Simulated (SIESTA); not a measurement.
A run of SIESTA 5.4.2:

Zn.fdf

```
SystemName                      Zn
SystemLabel                     Zn
NumberOfSpecies                 1
NumberOfAtoms                   1
%block ChemicalSpeciesLabel
  1  30 Zn
%endblock ChemicalSpeciesLabel

LatticeConstant                 1.0 Ang
%block LatticeVectors
     0.0000000000     1.9647760000     2.0040715200
     1.9647760000     0.0000000000     2.0040715200
     1.9647760000     1.9647760000     0.0000000000
%endblock LatticeVectors
AtomicCoordinatesFormat         Fractional
%block AtomicCoordinatesAndAtomicSpecies
     0.0000000000     0.0000000000     0.0000000000  1  Zn
%endblock AtomicCoordinatesAndAtomicSpecies

%block kgrid.MonkhorstPack
   12   0   0  0.0
    0  12   0  0.0
    0   0  12  0.0
%endblock kgrid.MonkhorstPack
XC.Functional                   GGA
XC.Authors                      PBEsol
PAO.BasisSize                   DZP
PAO.EnergyShift                 0.003 Ry
Mesh.Cutoff                     800 Ry
OccupationFunction              FD
ElectronicTemperature           0.05 eV
MaxSCFIterations                120
SCF.MustConverge                false
SCF.Mixer.Method                Pulay
SCF.Mixer.Weight                0.25
SCF.Mixer.History               8
SCF.DM.Tolerance                5.0e-05
SCF.H.Tolerance                 1.0e-03 eV
WriteForces                     true
Charge.Mulliken                 end
BandLinesScale                  ReciprocalLatticeVectors
%block BandLines
    1    0.000000   0.000000   0.000000  \Gamma
   11   -0.500000   0.000000  -0.500000  X
    5   -0.500000  -0.240292  -0.740292  Y
    4   -0.370146  -0.370146  -0.740292  S
   12    0.000000   0.000000   0.000000  \Gamma
   11    0.500000   0.500000   0.000000  Z
    4    0.370146   0.370146  -0.259708  S1
    7    0.000000   0.000000  -0.500000  N
    8   -0.250000   0.250000  -0.500000  P
    8    0.240292   0.500000  -0.259708  Y1
    6    0.500000   0.500000   0.000000  Z
    1   -0.500000   0.000000  -0.500000  X
    5   -0.250000   0.250000  -0.500000  P
%endblock BandLines
%block PAO.Basis
  Zn 5
  n=3 0 2
    2.276 0.000
  n=4 0 2
    6.317 0.000
  n=3 1 2
    2.537 0.000
  n=4 1 1
    6.317
  n=3 2 2
    4.164 0.000
%endblock PAO.Basis
```

Potentials or basis: PseudoDojo 0.4 standard (PBEsol files), DZP (energy shift 0.003 Ry; two zetas on semicore shells).

Command:

```sh
$ siesta Zn.fdf > Zn.out 2>&1
```

Hardware: 1 thread of Arm Neoverse V2, with other jobs on the host.

Question: Estimate the wall time of this run.

Answer: Run time: 13 s on 1 thread of Arm Neoverse V2, on a shared host, peak memory 0.16 GiB. Counts: scf iterations 11, k points 948, bands 23.
